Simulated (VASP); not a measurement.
# BAs (F-43m) in VASP: notebook

One crystal, BAs, is run at these levels: PBE; tasks: relaxation of the atoms.

Everything below comes from runs of VASP 6.6.1. Logs are shortened: lines on timing, memory, paths and dates and some standing lists are left out, and cuts for length are marked.

## Step 1: Starting point

It takes space group F-43m (No. 216, cubic). The conventional cell has a = 4.817 Å, b = 4.817 Å, c = 4.817 Å, α = 90.00°, β = 90.00°, γ = 90.00°. B (site symmetry -43m) is surrounded by 4 As at 2.09 Å. As (site symmetry -43m) is surrounded by 4 B at 2.09 Å.

## Step 2: Relaxation of the atoms, PBE (a relaxed cell with its volume scaled by 0.98)

The input, INCAR:

```
ALGO = Normal
EDIFF = 1E-7
EDIFFG = -0.01
ENCUT = 300
GGA = PE
IBRION = 2
ISIF = 2
ISMEAR = 0
LASPH = True
LCHARG = False
LREAL = False
LWAVE = False
NELM = 80
NSW = 40
PREC = Accurate
SIGMA = 0.03
```

The input, KPOINTS:

```
k-points
0
Gamma
  5 5 5
```

The input, POSCAR:

```
BAs                                     
1.0
    0.0000000000      2.3922480195      2.3922480195
    2.3922480195      0.0000000000      2.3922480195
    2.3922480195      2.3922480195      0.0000000000
  B               As            
     1     1
Direct
     0.0000000000000000    0.0000000000000000    0.0000000000000000
     0.2500000000000000    0.2500000000000000    0.2500000000000000
```

Potentials or basis: VASP PAW PBE potentials, release 64 (B_s, As).

Launch:

```bash
$ cat potpaw_PBE.64/B_s/POTCAR potpaw_PBE.64/As/POTCAR > POTCAR
$ mpirun -np 1 vasp_std > vasp.out
```

OUTCAR:

```text
EDIFF = 1E-7
   EDIFFG = -0.01
   ENCUT = 300
   GGA = PE
   IBRION = 2
   ISIF = 2
   ISMEAR = 0
   LASPH = True
   LREAL = False
   NELM = 80
   NSW = 40
   PREC = Accurate

 ion  position               nearest neighbor table
   1  0.000  0.000  0.000-   2 2.07   2 2.07   2 2.07   2 2.07
   2  0.250  0.250  0.250-   1 2.07   1 2.07   1 2.07   1 2.07

  LATTYP: Found a face centered cubic cell.
 ALAT       =     4.7844960390

  Lattice vectors:

 A1 = (   0.0000000000,   2.3922480195,   2.3922480195)
 A2 = (   2.3922480195,   0.0000000000,   2.3922480195)
 A3 = (   2.3922480195,   2.3922480195,   0.0000000000)

Analysis of symmetry for initial positions (statically):
=====================================================================
 Subroutine PRICEL returns:
 Original cell was already a primitive cell.

 Routine SETGRP: Setting up the symmetry group for a
 face centered cubic supercell.

 Subroutine GETGRP returns: Found 24 space group operations
 (whereof 24 operations were pure point group operations)
 out of a pool of 48 trial point group operations.

The static configuration has the point symmetry T_d .

Analysis of symmetry for dynamics (positions and initial velocities):
=====================================================================
 Subroutine PRICEL returns:
 Original cell was already a primitive cell.

 Routine SETGRP: Setting up the symmetry group for a
 face centered cubic supercell.

 Subroutine GETGRP returns: Found 24 space group operations
 (whereof 24 operations were pure point group operations)
 out of a pool of 48 trial point group operations.

The dynamic configuration has the point symmetry T_d .

 Subroutine INISYM returns: Found 24 space group operations
 (whereof 24 operations are pure point group operations),
 and found     1 'primitive' translations

----------------------------------------------------------------------------------------

                                     Primitive cell

  volume of cell :      27.3810

  direct lattice vectors                    reciprocal lattice vectors
     0.000000000  2.392248020  2.392248020    -0.209008429  0.209008429  0.209008429
     2.392248020  0.000000000  2.392248020     0.209008429 -0.209008429  0.209008429
     2.392248020  2.392248020  0.000000000     0.209008429  0.209008429 -0.209008429

  length of vectors
     3.383149594  3.383149594  3.383149594     0.362013218  0.362013218  0.362013218

  position of ions in fractional coordinates (direct lattice)
     0.000000000  0.000000000  0.000000000
     0.250000000  0.250000000  0.250000000

  ion indices of the primitive-cell ions
   primitive index   ion index
                 1           1
                 2           2

----------------------------------------------------------------------------------------

 KPOINTS: k-points

Automatic generation of k-mesh.
 Grid dimensions read from file:
 generate k-points for:    5    5    5

 Generating k-lattice:

  Cartesian coordinates                     Fractional coordinates (reciprocal lattice)
    -0.041801686  0.041801686  0.041801686     0.200000000  0.000000000  0.000000000
     0.041801686 -0.041801686  0.041801686     0.000000000  0.200000000  0.000000000
     0.041801686  0.041801686 -0.041801686     0.000000000  0.000000000  0.200000000

  Length of vectors
     0.072402644  0.072402644  0.072402644

  Shift w.r.t. Gamma in fractional coordinates (k-lattice)
     0.000000000  0.000000000  0.000000000

 Subroutine IBZKPT returns following result:
 ===========================================

 Found     10 irreducible k-points:

 Following reciprocal coordinates:
            Coordinates               Weight
  0.000000  0.000000  0.000000      1.000000
  0.200000  0.000000  0.000000      8.000000
  0.400000  0.000000  0.000000      8.000000
  0.200000  0.200000  0.000000      6.000000
  0.400000  0.200000  0.000000     24.000000
 -0.400000  0.200000  0.000000     24.000000
 -0.200000  0.200000  0.000000     12.000000
  0.400000  0.400000  0.000000      6.000000
 -0.400000  0.400000  0.000000     12.000000
 -0.400000  0.400000  0.200000     24.000000
   k-points           NKPTS =     10   k-points in BZ     NKDIM =     10   number of bands    NBANDS=      8
   number of dos      NEDOS =    301   number of ions     NIONS =      2
   total plane-waves  NPLWV =   8000
   dimension x,y,z NGX =    20 NGY =   20 NGZ =   20
   dimension x,y,z NGXF=    40 NGYF=   40 NGZF=   40
   ions per type =               1   1
   NGX,Y,Z   is equivalent  to a cutoff of   9.83,  9.83,  9.83 a.u.
   NGXF,Y,Z  is equivalent  to a cutoff of  19.66, 19.66, 19.66 a.u.
 SYSTEM =  unknown system
   PREC   = accura    normal or accurate (medium, high low for compatibility)
   ISTART =      0    job   : 0-new  1-cont  2-samecut
   ICHARG =      2    charge: 1-file 2-atom 10-const
   ISPIN  =      1    spin polarized calculation?
   LNONCOLLINEAR =      F non collinear calculations
   LSORBIT =      F    spin-orbit coupling
   LASPH  =      T    aspherical Exc in radial PAW
   ENCUT  =  300.0 eV  22.05 Ry    4.70 a.u.   4.78  4.78  4.78*2*pi/ulx,y,z
   NELM   =     80;   NELMIN=  2; NELMDL= -5     # of ELM steps
   EDIFF  = 0.1E-06   stopping-criterion for ELM
   LREAL  =      F    real-space projection
   EDIFFG = -.1E-01   stopping-criterion for IOM
   NSW    =     40    number of steps for IOM
   IBRION =      2    ionic relax: 0-MD 1-quasi-New 2-CG
   NFREE  =      1    steps in history (QN), initial steepest desc. (CG)
   ISIF   =      2    stress and relaxation
   ISYM   =      2    0-nonsym 1-usesym 2-fastsym
   POTIM  = 0.5000    time-step for ionic-motion
   TEBEG  =    0.0;   TEEND  =   0.0 temperature during run
   PSTRESS=    0.0 pullay stress
   NELECT =       8.0000    total number of electrons
   NUPDOWN=      -1.0000    fix difference up-down
   EMIN   =  10.00;   EMAX   =-10.00  energy-range for DOS
   EFERMI =   0.00;   METHOD = LEGACY
   ISMEAR =     0;   SIGMA  =   0.03  broadening in eV -4-tet -1-fermi 0-gaus
   EFERMI_NEDOS =   21; number of points for ismear=-14 and -15
   IALGO  =     38    algorithm
   IMIX   =      4    mixing-type and parameters
     AMIX     =   0.40;   BMIX     =  1.00
     AMIX_MAG =   1.60;   BMIX_MAG =  1.00
  volume/ion in A,a.u.               =      13.69        92.39
  Fermi-wavevector in a.u.,A,eV,Ry     =   1.086314  2.052835 16.055931  1.180078
  Thomas-Fermi vector in A             =   2.222448
   LORBIT       =      0    0 simple, 1 ext, 2 COOP (PROOUT), +10 PAW based schemes
   GGA     = PE    functional components
   LHFCALC =     F    Hartree Fock is set to
   AEXX    =    0.0000 exact exchange contribution
   IVDW    =     0    specifies the selected vdW correction
   LEPSILON=     F    determine dielectric tensor
   LRPA    =     F    only Hartree local field effects (RPA)
 conjugate gradient relaxation of ions
 non-spin polarized calculation
 Gauss-broadening in eV      SIGMA  =   0.03
  energy-cutoff  :      300.00
  volume of cell :       27.38
 maximum number of plane-waves:       331
   NGX =  9   NGY =  9   NGZ =  9

 number of electron       7.9999999 magnetization

 Free energy of the ion-electron system (eV)
  ---------------------------------------------------
  ext. energy  EPLUGINS =         0.00000000
  ---------------------------------------------------
  free energy    TOTEN  =       -11.34359398 eV

  energy without entropy =      -11.34359398  energy(sigma->0) =      -11.34359398

 E-fermi :   6.7819     XC(G=0): -10.5231

 val. band max:        6.6340558468   @ k =   0.0000   0.0000   0.0000
 cond. band min:       7.8086752882   @ k =   0.4000   0.4000   0.0000
 fundamental gap:      1.1746194415
 Fermi energy:         6.7818897455

 k-point     1 :       0.0000    0.0000    0.0000
  band No.  band energies     occupation
      1      -8.7316      2.00000
      2       6.6341      2.00000
      3       6.6341      2.00000
      4       6.6341      2.00000
      5       9.8976      0.00000
      6       9.8976      0.00000
      7       9.8976      0.00000
      8      11.2572      0.00000

 k-point     2 :       0.2000    0.0000    0.0000
  band No.  band energies     occupation
      1      -8.0855      2.00000
      2       2.8796      2.00000
      3       5.7603      2.00000
      4       5.7603      2.00000
      5       9.8158      0.00000
      6      11.0094      0.00000
      7      11.0094      0.00000
      8      13.7772      0.00000

 k-point     3 :       0.4000    0.0000    0.0000
  band No.  band energies     occupation
      1      -6.4073      2.00000
      2      -1.2717      2.00000
      3       4.9282      2.00000
      4       4.9282      2.00000
      5       9.3576      0.00000
      6      11.4413      0.00000
      7      11.4413      0.00000
      8      15.4783      0.00000

 k-point     4 :       0.2000    0.2000    0.0000
  band No.  band energies     occupation
      1      -7.8663      2.00000
      2       3.6356      2.00000
      3       4.5088      2.00000
      4       4.5088      2.00000
      5       8.6196      0.00000
      6      11.9243      0.00000
      7      12.9427      0.00000
      8      12.9427      0.00000

 k-point     5 :       0.4000    0.2000    0.0000
  band No.  band energies     occupation
      1      -6.4722      2.00000
      2       0.1139      2.00000
      3       3.1635      2.00000
      4       3.7672      2.00000
      5       9.2291      0.00000
      6      12.0190      0.00000
      7      13.4207      0.00000
      8      13.8867      0.00000

 k-point     6 :      -0.4000    0.2000    0.0000
  band No.  band energies     occupation
      1      -5.4572      2.00000
      2      -1.5856      2.00000
      3       2.0978      2.00000
      4       4.1349      2.00000
      5       9.6984      0.00000
      6      12.7244      0.00000
      7      13.1169      0.00000
      8      15.6844      0.00000

 k-point     7 :      -0.2000    0.2000    0.0000
  band No.  band energies     occupation
      1      -7.0584      2.00000
      2       1.1714      2.00000
      3       2.5748      2.00000
      4       5.3444      2.00000
      5      10.5452      0.00000
      6      11.7336      0.00000
      7      12.6256      0.00000
      8      13.6135      0.00000

 k-point     8 :       0.4000    0.4000    0.0000
  band No.  band energies     occupation
      1      -5.4950      2.00000
      2      -0.6747      2.00000
      3       2.7924      2.00000
      4       2.7924      2.00000
      5       7.8087      0.00000
      6       8.8837      0.00000
      7      16.9903      0.00000
      8      16.9903      0.00000

 k-point     9 :      -0.4000    0.4000    0.0000
  band No.  band energies     occupation
      1      -4.5369      2.00000
      2      -1.6214      2.00000
      3       1.0299      2.00000
      4       2.9502      2.00000
      5       8.4573      0.00000
      6      11.0001      0.00000
      7      16.4452      0.00000
      8      16.7620      0.00000

 k-point    10 :      -0.4000    0.4000    0.2000
  band No.  band energies     occupation
      1      -5.0354      2.00000
      2      -0.9826      2.00000
      3       1.1855      2.00000
      4       2.4873      2.00000
      5      11.0391      0.00000
      6      11.9282      0.00000
      7      12.7249      0.00000
      8      16.2658      0.00000

------------------------ aborting loop because EDIFF is reached ----------------------------------------

  FORCE on cell =-STRESS in cart. coord.  units (eV):
  Direction    XX          YY          ZZ          XY          YZ          ZX
  --------------------------------------------------------------------------------------
  -------------------------------------------------------------------------------------
  Total        0.4829622      0.4829622      0.4829622     -0.0000000      0.0000000     -0.0000000
  in kB       28.2601918     28.2601918     28.2601918     -0.0000000      0.0000000     -0.0000000
  external PRESSURE =      28.2601918 kB  Pullay stress =       0.0000000 kB

 VOLUME and BASIS-vectors are now :
 -----------------------------------------------------------------------------
  energy-cutoff  :      300.00
  volume of cell :       27.38
      direct lattice vectors                 reciprocal lattice vectors
     0.000000000  2.392248020  2.392248020    -0.209008429  0.209008429  0.209008429
     2.392248020  0.000000000  2.392248020     0.209008429 -0.209008429  0.209008429
     2.392248020  2.392248020  0.000000000     0.209008429  0.209008429 -0.209008429

 POSITION                                       TOTAL-FORCE (eV/Angst)
 -----------------------------------------------------------------------------------
      0.00000      0.00000      0.00000        -0.000000     -0.000000      0.000000
      1.19612      1.19612      1.19612         0.000000      0.000000     -0.000000
 -----------------------------------------------------------------------------------
    total drift:                                0.000000      0.000000      0.000000

  FREE ENERGIE OF THE ION-ELECTRON SYSTEM (eV)
  ---------------------------------------------------
  free  energy   TOTEN  =       -11.3435939802 eV

  energy  without entropy=      -11.3435939802  energy(sigma->0) =      -11.34359398

 reached required accuracy - stopping structural energy minimisation
```

Run time: 5.5 s. Hardware: 1 thread of Intel Xeon Platinum 8488C (Sapphire Rapids), shared host; peak memory 0.11 GiB.

What came out:

```
Free energy            : -11.3436 eV
Band gap on the k mesh : 1.17 eV, indirect (least direct gap 3.26 eV)
```

Final structure:
```
CELL_PARAMETERS angstrom
0.00000 2.39225 2.39225
2.39225 0.00000 2.39225
2.39225 2.39225 0.00000
ATOMIC_POSITIONS crystal
B 0.00000 0.00000 0.00000
As 0.25000 0.25000 0.25000
```

Levels at points of the mesh, in eV from the valence-band top:
| k point | band 2 | band 3 | band 4 | band 5 | band 6 | band 7 |
| --- | --- | --- | --- | --- | --- | --- |
| (0.00, 0.00, 0.00) | 0.00 | 0.00 | 0.00 | 3.26 | 3.26 | 3.26 |

Caveat: the k mesh is coarse (spacing up to 0.45 Å⁻¹), so the values aren't converged; the cutoff is under 1.25 times the usual one of these potentials, so pressure, stress and relaxed cells hold a basis-set (Pulay) error; the relaxation stopped at its first step, so nothing moved; an odd mesh through Γ misses points on the zone boundary, where band edges often lie.

## Step 3: Relaxation of the atoms, PBE

INCAR is that of step 2.

KPOINTS is that of step 2.

The input, POSCAR:

```
BAs                                     
1.0
    0.0000000000      2.4084123478      2.4084123478
    2.4084123478      0.0000000000      2.4084123478
    2.4084123478      2.4084123478      0.0000000000
  B               As            
     1     1
Direct
     0.0000000000000000    0.0000000000000000    0.0000000000000000
     0.2500000000000000    0.2500000000000000    0.2500000000000000
```

Potentials or basis: VASP PAW PBE potentials, release 64 (B_s, As).

Launch:

```bash
$ cat potpaw_PBE.64/B_s/POTCAR potpaw_PBE.64/As/POTCAR > POTCAR
$ mpirun -np 1 vasp_std > vasp.out
```

It took 3.5 s on 1 thread of Intel Xeon Platinum 8488C (Sapphire Rapids), shared host; peak memory 0.11 GiB.

It converged, with:

* Free energy: -11.3488 eV
* Band gap on the k mesh: 1.20 eV, indirect (least direct gap 3.24 eV)

Final structure:
```xyz
2
Lattice="0.0000 2.4084 2.4084 2.4084 0.0000 2.4084 2.4084 2.4084 0.0000" Properties=species:S:1:pos:R:3 pbc="T T T"
B     0.0000    0.0000    0.0000
As    1.2042    1.2042    1.2042
```

Levels at points of the mesh, in eV from the valence-band top:
```tsv
k point	band 1	band 2	band 3	band 4	band 5	band 6	band 7	band 8
(0.00, 0.00, 0.00)	-15.18	0.00	0.00	0.00	3.24	3.24	3.24	4.37
```

Caveat: the k mesh is coarse (spacing up to 0.45 Å⁻¹), so the values aren't converged; the cutoff is under 1.25 times the usual one of these potentials, so pressure, stress and relaxed cells hold a basis-set (Pulay) error; the relaxation stopped at its first step, so nothing moved; an odd mesh through Γ misses points on the zone boundary, where band edges often lie.

## Step 4: Relaxation of the atoms, PBE (a relaxed cell with its volume scaled by 1.02)

INCAR is that of step 3.

KPOINTS is that of step 3.

The input, POSCAR:

```
BAs                                     
1.0
    0.0000000000      2.4243625633      2.4243625633
    2.4243625633      0.0000000000      2.4243625633
    2.4243625633      2.4243625633      0.0000000000
  B               As            
     1     1
Direct
     0.0000000000000000    0.0000000000000000    0.0000000000000000
     0.2500000000000000    0.2500000000000000    0.2500000000000000
```

Launch:

```bash
$ cat potpaw_PBE.64/B_s/POTCAR potpaw_PBE.64/As/POTCAR > POTCAR
$ mpirun -np 1 vasp_std > vasp.out
```

Wall time 4.7 s (1 thread of Intel Xeon Platinum 8488C (Sapphire Rapids), shared host); peak memory 0.11 GiB.

Results (log left out):

* Free energy: -11.3450 eV
* Band gap on the k mesh: 1.22 eV, indirect (least direct gap 3.22 eV)

Final structure:
```
B As
1.0
     0.00000    2.42436    2.42436
     2.42436    0.00000    2.42436
     2.42436    2.42436    0.00000
B As
1 1
Direct
  0.00000 0.00000 0.00000
  0.25000 0.25000 0.25000
```

Levels at points of the mesh, in eV from the valence-band top:
```csv
k point,band 1,band 2,band 3,band 4,band 5,band 6,band 7,band 8
"(0.00, 0.00, 0.00)",-15.01,0.00,0.00,0.00,3.22,3.22,3.22,4.12
```

Caveat: the k mesh is coarse (spacing up to 0.45 Å⁻¹), so the values aren't converged; the cutoff is under 1.25 times the usual one of these potentials, so pressure, stress and relaxed cells hold a basis-set (Pulay) error; the relaxation stopped at its first step, so nothing moved; an odd mesh through Γ misses points on the zone boundary, where band edges often lie.

(Part 1 of 2 ends here.)
